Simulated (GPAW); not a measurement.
# HfB2 (P6/mmm) in GPAW: single point with PBE

Aim: the single point of HfB2 with PBE.

Program: GPAW 26.7.0. These are calculated values, not measurements. Logs are shortened: lines on timing, memory, paths and dates and some standing lists are left out, and cuts for length are marked. The log counts tension as positive stress, the text compression.

## (1) Starting point

The structure is hexagonal, space group P6/mmm (No. 191). The conventional cell has a = 3.140 Å, b = 3.140 Å, c = 3.480 Å, α = 90.00°, β = 90.00°, γ = 120.00°. Hf (site symmetry 6/mmm) has 12 B at 2.51 Å as nearest neighbours. B (site symmetry -6m2) has 3 B at 1.81 Å as nearest neighbours.

## (2) Single point, PBE

File run.py:

```python
from ase.dft.bandgap import bandgap
from ase.io import read, write
from ase.units import GPa
from gpaw import GPAW, PW

atoms = read('HfB2.xyz')

calc = GPAW(mode=PW(600),
            xc='PBE',
            kpts={'size': (8, 8, 6), 'gamma': True},
            occupations={'name': 'fermi-dirac', 'width': 0.05},
            nbands=20,
            maxiter=120,
            txt='gpaw.txt')
atoms.calc = calc
energy = atoms.get_potential_energy()
forces = atoms.get_forces()
stress = atoms.get_stress()
calc.write('gs.gpw')
write('result.traj', atoms)
print(f'Energy: {energy:.6f} eV')
print('Forces (eV/A):')
print(forces.round(4))
print('Stress (GPa):', (stress / GPa).round(3))
print('Fermi level:', round(calc.get_fermi_level(), 4), 'eV')
print(f'Gap: {bandgap(calc)[0]:.4f} eV, direct: {bandgap(calc, direct=True)[0]:.4f} eV')
```

File HfB2.xyz:

```xyz
3
Lattice="3.1400000000 0.0000000000 0.0000000000 -1.5700000000 2.7193197679 0.0000000000 0.0000000000 0.0000000000 3.4800000000" Properties=species:S:1:pos:R:3 pbc="T T T"
Hf     0.0000000000      0.0000000000      0.0000000000
B      1.5700000002      0.9064399225      1.7400000000
B     -0.0000000002      1.8128798454      1.7400000000
```

Potentials or basis: GPAW PAW data sets (gpaw-data 1.2.1), pw.

Command:

```
OMP_NUM_THREADS=1 python run.py
```

gpaw.txt:

```text
__  _  _
 | _ |_)|_||  |
 |__||  | ||/\| - 26.7.0

Input parameters:
  mode=PW(ecut=600.0),
  kpts=MonkhorstPack(size=(8, 8, 6), gamma=True),
  maxiter=120,
  nbands=20,
  occupations=Occupations(name='fermi-dirac', width=0.05),
  xc=XC(name='PBE')

Diagonalizing LCAO Hamiltonian
Converting LCAO to pw mode

         B  B

       Hf

Atoms  # Å, Bohr magnetons
|   | symbol |         x |        y |        z |    initial magnetic moments |
|---|--------|-----------|----------|----------|-----------------------------|
| 0 |     Hf |  0.000000 | 0.000000 | 0.000000 | ( 0.0000,  0.0000,  0.0000) |
| 1 |      B |  1.570000 | 0.906440 | 1.740000 | ( 0.0000,  0.0000,  0.0000) |
| 2 |      B | -0.000000 | 1.812880 | 1.740000 | ( 0.0000,  0.0000,  0.0000) |

Unit cell  # Å
| periodic |         x |        y |        z |  lengths |     angles |
|----------|-----------|----------|----------|----------|------------|
|      yes |  3.140000 | 0.000000 | 0.000000 | 3.140000 |  90.000000 |
|      yes | -1.570000 | 2.719320 | 0.000000 | 3.140000 |  90.000000 |
|      yes |  0.000000 | 0.000000 | 3.480000 | 3.480000 | 120.000000 |

Number of symmetries: 24
Symmetry operations  # r_c * U_cc + t_c -> r_c
|    | kind |            matrix            |
|----|------|------------------------------|
|  0 |  σ   |  1, 1, 0,  0,-1, 0,  0, 0, 1 |
|  1 |  C2  |  1, 1, 0,  0,-1, 0,  0, 0,-1 |
|  2 |  C6  |  1, 1, 0, -1, 0, 0,  0, 0, 1 |
|  3 |  S6  |  1, 1, 0, -1, 0, 0,  0, 0,-1 |
|  4 |  E   |  1, 0, 0,  0, 1, 0,  0, 0, 1 |
|  5 |  σ   |  1, 0, 0,  0, 1, 0,  0, 0,-1 |
|  6 |  σ   |  1, 0, 0, -1,-1, 0,  0, 0, 1 |
|  7 |  C2  |  1, 0, 0, -1,-1, 0,  0, 0,-1 |
|  8 |  σ   |  0, 1, 0,  1, 0, 0,  0, 0, 1 |
|  9 |  C2  |  0, 1, 0,  1, 0, 0,  0, 0,-1 |
| 10 |  C3  |  0, 1, 0, -1,-1, 0,  0, 0, 1 |
| 11 |  S3  |  0, 1, 0, -1,-1, 0,  0, 0,-1 |
| 12 |  C6  |  0,-1, 0,  1, 1, 0,  0, 0, 1 |
| 13 |  S6  |  0,-1, 0,  1, 1, 0,  0, 0,-1 |
| 14 |  σ   |  0,-1, 0, -1, 0, 0,  0, 0, 1 |
| 15 |  C2  |  0,-1, 0, -1, 0, 0,  0, 0,-1 |
| 16 |  σ   | -1, 0, 0,  1, 1, 0,  0, 0, 1 |
| 17 |  C2  | -1, 0, 0,  1, 1, 0,  0, 0,-1 |
| 18 |  C2  | -1, 0, 0,  0,-1, 0,  0, 0, 1 |
| 19 |  i   | -1, 0, 0,  0,-1, 0,  0, 0,-1 |
| 20 |  C3  | -1,-1, 0,  1, 0, 0,  0, 0, 1 |
| 21 |  S3  | -1,-1, 0,  1, 0, 0,  0, 0,-1 |
| 22 |  σ   | -1,-1, 0,  0, 1, 0,  0, 0, 1 |
| 23 |  C2  | -1,-1, 0,  0, 1, 0,  0, 0,-1 |

BZ-sampling:
  Number of BZ points: 384
  Number of IBZ points: 40

  Monkhorst-Pack size: [8, 8, 6]
  Monkhorst-Pack shift: [0.0625, 0.0625, 0.08333333333333333]

K-points  # in reciprocal-cell coordinates
|     |                                coordinates |     weight |
|-----|--------------------------------------------|------------|
|   0 | (  0.00000000,   0.00000000,   0.00000000) | 0.00260417 |
|   1 | (  0.00000000,   0.00000000,   0.16666667) | 0.00520833 |
|   2 | (  0.00000000,   0.00000000,   0.33333333) | 0.00520833 |
|   3 | (  0.00000000,   0.00000000,   0.50000000) | 0.00260417 |
|   4 | (  0.12500000,   0.00000000,   0.00000000) | 0.01562500 |
|   5 | (  0.12500000,   0.00000000,   0.16666667) | 0.03125000 |
|   6 | (  0.12500000,   0.00000000,   0.33333333) | 0.03125000 |
|   7 | (  0.12500000,   0.00000000,   0.50000000) | 0.01562500 |
|   8 | (  0.25000000,  -0.12500000,   0.00000000) | 0.01562500 |
|   9 | (  0.25000000,  -0.12500000,   0.16666667) | 0.03125000 |
| ... |                                            |            |
|  39 | (  0.50000000,   0.50000000,   0.50000000) | 0.00781250 |

Plane wave coefficients: 1010
Cutoff: 600.0 eV

Spin-components: 1 (collinear spins)
Bands:           20
Projectors:      16
Spin-degeneracy: 2
Datatype:        complex128

Parallelization:
  kpt:    1
  domain: 1
  band:   1

Density:
  Valence electrons: 18.0
  Components: 1
  Grid points: [18 18 20]
  Charge: 0.0  # |e|

Potential:
  Grid points: [18 18 20]

species:
  Hf:
    name:    Hafnium
    Z:       72.0
    valence: 12
    core:    60
    charge:  0.0  # [|e|]
    compensation charges:
      type: gauss
      rc: 0.41  # [Å]
      lmax: 2
    cutoffs:
      filter: 2.36  # [Å]
      core: 4.02  # [Å]
    projectors
    | kind |    occ | energy [eV] | rcut [Å] |
    |------|--------|-------------|----------|
    |   5s |  2.000 |     -66.831 |    1.397 |
    |   6s |  2.000 |      -5.097 |    1.397 |
    |   5p |  6.000 |     -35.599 |    1.307 |
    |   6p |  0.000 |      -1.401 |    1.307 |
    |   5d |  2.000 |      -2.699 |    1.334 |
    |    d |        |      24.513 |    1.334 |

    Using partial waves for Hf as LCAO basis

  B:
    name:    Boron
    Z:       5.0
    valence: 3
    core:    2
    charge:  0.0  # [|e|]
    compensation charges:
      type: gauss
      rc: 0.20  # [Å]
      lmax: 2
    cutoffs:
      filter: 1.14  # [Å]
      core: 1.38  # [Å]
    projectors
    | kind |    occ | energy [eV] | rcut [Å] |
    |------|--------|-------------|----------|
    |   2s |  2.000 |      -9.443 |    0.635 |
    |   2p |  1.000 |      -3.606 |    0.635 |
    |    s |        |      17.768 |    0.635 |
    |    p |        |      23.605 |    0.635 |
    |    d |        |       0.000 |    0.635 |

    Using partial waves for B as LCAO basis

Reference energy: -411225.094410  # eV

eigensolver:
  PPCG
  Converge bands: occupied
  niter=2

density mixing:
  MSR1-Mixer
  Pratt-step length: 0.05
  Maximum mixing coefficient: 0.75
  Old densities: 10
  SVD Regularization: 0.005
  Good broyden scale: 1.0
  Trust region scale: 1.0
  Backstep threshold: 4.0
  History deletion threshold: 6.0
  Fourier metric: weight=20.0, sigma=0.015

occupation numbers:
  Fermi-Dirac:
    width: 0.0500  # eV

poisson solver:
  ecut: 4800.0  # eV

xc functional:
  name: PBE with 2 nearest neighbor stencil

convergence criteria:
- Maximum [total energy] change in last 3 cyles: 0.0005 eV / valence electron
- Maximum integral of absolute [dens]ity change: 0.0001 electrons / valence electron
- Maximum integral of absolute [eigenst]ate change: 4e-08 eV^2 / valence electron
maximum number of iterations: 120

SCF iterations
|iter     | |      energy | eigst |  dens |
|---------|-|-------------|-------|-------|
|iter:   1| |  -25.128034 | -0.05 |       |
|iter:   2| |  -24.830678 | -2.55 | -0.98 |
|iter:   3| |  -23.919809 | -1.54 | -1.03 |
|iter:   4| |  -23.929493 | -3.14 | -1.77 |
|iter:   5| |  -23.935683 | -3.93 | -2.10 |
|iter:   6| |  -23.935776c| -5.16 | -2.95 |
|iter:   7| |  -23.935778c| -6.87 | -3.89 |
|iter:   8| |  -23.935778c| -7.86c| -4.34c|

Converged in 8 steps
Energy contributions relative to reference atoms: (reference = -411225.094410)

Energy contributions:
  Kinetic:          26.789941
  Coulomb:         -24.062772
  Zero:             -0.433169
  External:          0.000000
  Xc:              -26.228674
  Entropy:          -0.002208
  Spinorbit:         0.000000
  ----------------------------
  Free energy:     -23.936882
  Extrapolated:    -23.935778

dipole moment: (-5.676721, -9.832369, -12.582795)  # |e|*Ang

Fermi level: 12.828
Eigenvalues  # (at kpt = [0.000, 0.000, 0.000])
| band index |      eig [eV] | occ [0-2] |
|------------|---------------|-----------|
|          0 |       -48.920 |     2.000 |
|          1 |       -18.002 |     2.000 |
|          2 |       -17.509 |     2.000 |
|          3 |       -17.509 |     2.000 |
|          4 |        -1.072 |     2.000 |
|          5 |         9.671 |     2.000 |
[... 9 lines left out ...]
|         15 |        17.712 |     0.000 |
|         16 |        20.453 |     0.000 |
|        ... |               |           |
|         19 |        33.589 |     0.000 |

No gap
No difference between direct/indirect transitions

Forces  # eV/Ang
|        x |        y |       z |
|----------|----------|---------|
| -0.00000 | -0.00000 | 0.00000 |  # Hf   0
| -0.00000 | -0.00000 | 0.00000 |  # B    1
|  0.00000 |  0.00000 | 0.00000 |  # B    2

Stress tensor  # eV/Ang^3
|         x |         y |         z |
|-----------|-----------|-----------|
| -0.013245 |  0.000000 |  0.000000 |
|  0.000000 | -0.013245 |  0.000000 |
|  0.000000 |  0.000000 | -0.014372 |

# Writing to gs.gpw (mode='')
```

It took 12 s on 1 thread of Arm Neoverse V2, shared host; peak memory 0.15 GiB.

Results:

```yaml
Free_energy: -23.9369 eV
Pressure: 2.2 GPa
Band_gap_on_the_k_mesh: none (metal or under the smearing width)
```

Stress tensor (GPa, compression positive):
```
2.12 0.00 0.00
0.00 2.12 0.00
0.00 0.00 2.30
```

Caveat: the cutoff is short for stress and forces, so pressures can be off by a GPa or more. The run has no spin-orbit coupling, so splittings on Hf are missing.
